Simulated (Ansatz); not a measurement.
GaAs:

```xyz
2
Lattice="0.0000 2.8268 2.8268 2.8268 0.0000 2.8268 2.8268 2.8268 0.0000" Properties=species:S:1:pos:R:3 pbc="T T T"
As    4.2403    4.2403    4.2403
Ga    0.0000    0.0000    0.0000
```

Base run:

```yaml
Program: Ansatz 0.2.0
Functional: HF
Potentials_or_basis: Ansatz PAW
Cutoff: "420 eV (not typed: the program's choice for these potentials)"
k_mesh: 5 × 5 × 5
Occupations: fermi-dirac, width 0.05 eV
Spin: no spin polarisation
```

Its results: band gap on the k mesh 7.19 eV, indirect (least direct gap 7.56 eV); pressure 4.8 GPa.

Problem. The run is repeated on the same cell with these changes: functional from HF to r2SCAN50; cutoff from 420 eV (not typed: the program's choice for these potentials) to 500 eV (not typed: the program's choice for these potentials). What comes out?

Solution. Band gap on the k mesh 3.72 eV, direct; pressure -1.6 GPa.

Caveats: the PAW data sets come from PBE, with cores solved anew for the run's functional, which leaves a small shift of forces and pressure; the thresholds are loose for stress.
